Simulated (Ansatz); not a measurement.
The cell is COD entry 1011374, as deposited and not checked against the literature; nothing was relaxed.

Na2S: DFT, PBE, all-electron LAPW, scalar-relativistic (Ansatz 0.2.0).

Command: `ansatz run input.yaml --threads 1 --pin off --max-ram 3072MiB --backend cpu --events-out ev --progress --plain --runs-dir out` The run took about 4.5 s on 1 thread of a shared machine.

```yaml
crystal:
  lattice:
    - [0.0, 3.263, 3.263]
    - [3.263, 0.0, 3.263]
    - [3.263, 3.263, 0.0]
  atoms:
    - { symbol: Na, position: [0.25, 0.25, 0.25] }
    - { symbol: Na, position: [0.75, 0.75, 0.75] }
    - { symbol: S, position: [0.0, 0.0, 0.0] }
kpoints:
  mp_grid: { grid: [8, 8, 8] }
  band_path:
    path:
      - [0.0, 0.0, 0.0]
      - [0.5, 0.0, 0.5]
      - [0.625, 0.25, 0.625]
      - [0.375, 0.375, 0.75]
      - [0.0, 0.0, 0.0]
      - [0.5, 0.5, 0.5]
      - [0.5, 0.25, 0.75]
      - [0.5, 0.0, 0.5]
    npoints: 8
scf:
  occupations: { method: fermi_dirac, width: 0.02 }
hamiltonian:
  xc: pbe
  pseudopotentials: { kind: all_electron, lapw: { basis_error: 0.001 } }
output:
  forces: true
  stress: true
  eigenvalues: true
  populations: true
  dos: { projected: true, de: 0.2, e_range: [-14, 8] }
```

Output:

```
Na: projections on atomic orbitals take those of the free atom 1s2 2s2 2p6 3s1, of charge +0.00 (hamiltonian.pseudopotentials.projection_atoms)
S: projections on atomic orbitals take those of the free atom 1s2 2s2 2p6 3s2 3p4, of charge +0.00 (hamiltonian.pseudopotentials.projection_atoms)
LAPW: plane waves up to 6.444 Å⁻¹, error target 1.0e-3 eV per atom; small_component_spin mean_spin; Na in spheres of 1.426 Å, 9 of its electrons in bands, Dirac shells []; S in spheres of 1.400 Å, 14 of its electrons in bands, Dirac shells []
Engine: ansatz 0.2.0
Pseudopotentials: kind: all_electron
Pseudopotential: Na, LAPW, valence charge 9, Koelling and Harmon's equation, gaussian nucleus
Pseudopotential: S, LAPW, valence charge 14, Koelling and Harmon's equation, gaussian nucleus
Functional definition: PBE
  parameter kappa = 0.804
  parameter beta = 0.06672455060314922
  exchange = pbe_x(kappa = kappa, mu = beta*pi^2/3)
  correlation = pbe_c(beta = beta)
Crystal: 3 atoms, lattice volume = 69.483 Å³
Basis set: ecut = 158.1894643386824 eV, 331 PW (Γ), exchange–correlation at level 2
Bands: 20, of which v1, the nominal top of the filled ones, is band 16 counted from 1 (15 counted from 0)
Symmetry: 48 space group operations
Space group: Fm-3m (ITA 225), of the structure as read, at distance tolerance 4.1e-5 Å
k-points: 29 of 512
Non-local potential: Na, projectors of the file, none
Non-local potential: S, projectors of the file, none
Initial density: superposition of atomic densities (chi_scale 0.1, normalization cell, long waves kept (reshape's long-wave potential 0.00 eV rms))
Initial wavefunctions: plane waves of lowest kinetic energy (no species holds an atomic orbital)
Functional: x = pbe(κ = 0.804, μ = 0.2195149727645171), c = pbe(β = 0.06672455060314922)
iter 1 solved again at ethr=6.62e-3 eV; its pass at ethr=1.00e-1 eV (dr2=2.12e0 eV) is discarded
SCF iter   1: F=—  HF=-19706.904111 eV  |F-HF|=—  |Δ(HF+E_count)|=         —  Δρ=3.36e-2  dr2=2.12e0  ethr=6.62e-3  ⟨swp⟩=2.0  Hψ=3751  notcnv=0
preconditioner: auto → none  [insulator: Δε(μ)=3.633 eV  Ē_g=10.602 eV  σ=0.020 eV  W_gap=1.00  n_scr=14 (ndim 8)  ℏωp=12.6 eV  f_vac=0.002  D(μ)=0.00/eV (n_scr^D=0)  ε∞_Penn≈2.4]
iter 2 solved again at ethr=6.56e-5 eV; its pass at ethr=6.62e-3 eV (dr2=2.10e-2 eV) is discarded
SCF iter   2: F=—  HF=-19706.108878 eV  |F-HF|=—  |Δ(HF+E_count)|=   7.95e-1  Δρ=6.48e-3  dr2=2.10e-2  ethr=6.56e-5  ⟨swp⟩=2.4  Hψ=3054  notcnv=0
SCF iter   3: F=—  HF=-19706.059316 eV  |F-HF|=—  |Δ(HF+E_count)|=         —  Δρ=4.26e-3  dr2=3.08e-2  ethr=6.56e-5  ⟨swp⟩=3.0  Hψ=1936  notcnv=0
the basis was enlarged: its passes take 258.3 KiB over the memory plan, 1 of 1 planned eigensolver slots
SCF iter   4: F=—  HF=-19706.065438 eV  |F-HF|=—  |Δ(HF+E_count)|=   6.12e-3  Δρ=6.44e-4  dr2=5.75e-4  ethr=6.56e-5  ⟨swp⟩=3.0  Hψ=1860  notcnv=0
SCF iter   5: F=—  HF=-19706.065988 eV  |F-HF|=—  |Δ(HF+E_count)|=   5.50e-4  Δρ=1.14e-4  dr2=1.44e-5  ethr=1.80e-6  ⟨swp⟩=3.0  Hψ=1802  notcnv=0
SCF iter   6: F=—  HF=-19706.066022 eV  |F-HF|=—  |Δ(HF+E_count)|=   3.43e-5  Δρ=3.22e-5  dr2=1.41e-6  ethr=4.51e-8  ⟨swp⟩=3.0  Hψ=1718  notcnv=0
SCF iter   7: F=-19706.066027 eV  HF=-19706.066027 eV  |F-HF|=1.55e-8  |Δ(HF+E_count)|=   4.59e-6  Δρ=2.30e-6  dr2=6.28e-9  ethr=4.42e-9  ⟨swp⟩=3.0  Hψ=1741  notcnv=0
SCF 1 converged in 7 iterations: F = -19706.066027 eV  dr2 = 6.28e-9
NSCF: frozen V_eff on 57 k-points
SCF converged after 7 iterations
Free energy (F): -19706.066027 eV
Harris-Foulkes:  -19706.066027 eV  (|F-HF|=1.55e-8)
Internal energy: -19706.066027 eV  (E = F + TS)
E sigma→0 (E₀):  -19706.066027 eV
Fermi energy:    3.445952 eV
--- Per-component energies (eV) ---
  E_band       = -1713.884555
  E_kinetic    = 19759.628853
  E_xc         = -1482.334782
  E_electrostatic = -37983.360098  (all electrons and nuclei)
  E_smearing   = -0.000000  (= −TS)
  E_closure    = 0.000000  (closes the sum)
  E_atoms      = -19696.123177  (free atoms, spherical and without spin; not in F)
  Σ components = -19706.066027   (vs F -19706.066027, Δ=0.00e0)
  Basis errors (estimates in eV, not in F): energy 3.9e-4 per atom: plane waves 3.4e-4 (1.9e-4 summed), levels above the bands 9.2e-152, relativity 3.4e-8, radial functions 4.6e-5, core shells 2.8e-14; eigenvalues (radial functions only) 8.2e-6; not estimated: angular momenta, meshes, grids; target (lapw.basis_error) 1.0e-3; muffin-tin radii Na 1.426 Å, S 1.400 Å
--- Forces (eV/Å), atoms counted from 1 ---
  atom   1  Na    -0.00000000     0.00000000    -0.00000000
  atom   2  Na     0.00000000     0.00000000    -0.00000000
  atom   3  S     -0.00000000     0.00000000    -0.00000000
  max |Σ_I F_I| component: 4.05e-18 eV/Å
--- Stress (GPa, compression-positive) ---
        0.582494      -0.000000       0.000000
       -0.000000       0.582494       0.000000
        0.000000       0.000000       0.582494
  P = ⅓ Tr σ = 0.5825 GPa (5.825 kbar)
--- Band table (eV; the first three rows and the last of 29) ---
  k-point 0: bands = ["-200.7049", "-145.4774", "-145.4774", "-145.4774", "-48.1283", "-48.1163", "-20.0751", "-20.0751", "-20.0751", "-20.0204", "-20.0204", "-20.0204", "-7.9840", "2.1631", "2.1631", "2.1631", "4.6735", "9.9140", "9.9140", "9.9140"]
  k-point 1: bands = ["-200.7049", "-145.4774", "-145.4774", "-145.4774", "-48.1279", "-48.1167", "-20.0737", "-20.0731", "-20.0731", "-20.0236", "-20.0226", "-20.0226", "-7.9493", "1.7903", "2.1427", "2.1427", "5.1518", "9.6926", "10.0081", "10.0081"]
  k-point 2: bands = ["-200.7049", "-145.4774", "-145.4774", "-145.4774", "-48.1265", "-48.1180", "-20.0698", "-20.0675", "-20.0675", "-20.0320", "-20.0288", "-20.0288", "-7.8635", "1.1579", "2.0949", "2.0949", "6.0317", "9.2349", "9.8297", "9.8297"]
  k-point 28: bands = ["-200.7049", "-145.4774", "-145.4774", "-145.4774", "-48.1222", "-48.1222", "-20.0968", "-20.0914", "-20.0499", "-20.0499", "-20.0101", "-20.0093", "-7.6585", "1.1413", "1.1413", "1.5802", "6.9825", "9.4114", "9.4114", "9.4744"]
--- Löwdin populations: 3 sites ---
  site symbol       q [e]
     0     Na     10.3708
     1     Na     10.3708
     2      S     17.1746
  spilling = 0.002203 (of n_electrons = 38.000000)
```

populations.tsv:

```
# site	symbol	l	j	q
# orbitals = lowdin
# n_electrons = 38.000000
# spilling = 0.002203
# projection_atom_Na: 1s2 2s2 2p6 3s1
# projection_atom_S: 1s2 2s2 2p6 3s2 3p4
0	Na	0_1S	-	1.999886
0	Na	0_2S	-	1.987283
0	Na	0_3S	-	0.385858
0	Na	1_2P	-	5.997819
1	Na	0_1S	-	1.999886
1	Na	0_2S	-	1.987283
1	Na	0_3S	-	0.385858
1	Na	1_2P	-	5.997819
2	S	0_1S	-	1.999950
2	S	0_2S	-	1.996517
2	S	0_3S	-	1.823824
2	S	1_2P	-	5.999722
2	S	1_3P	-	5.354562
```
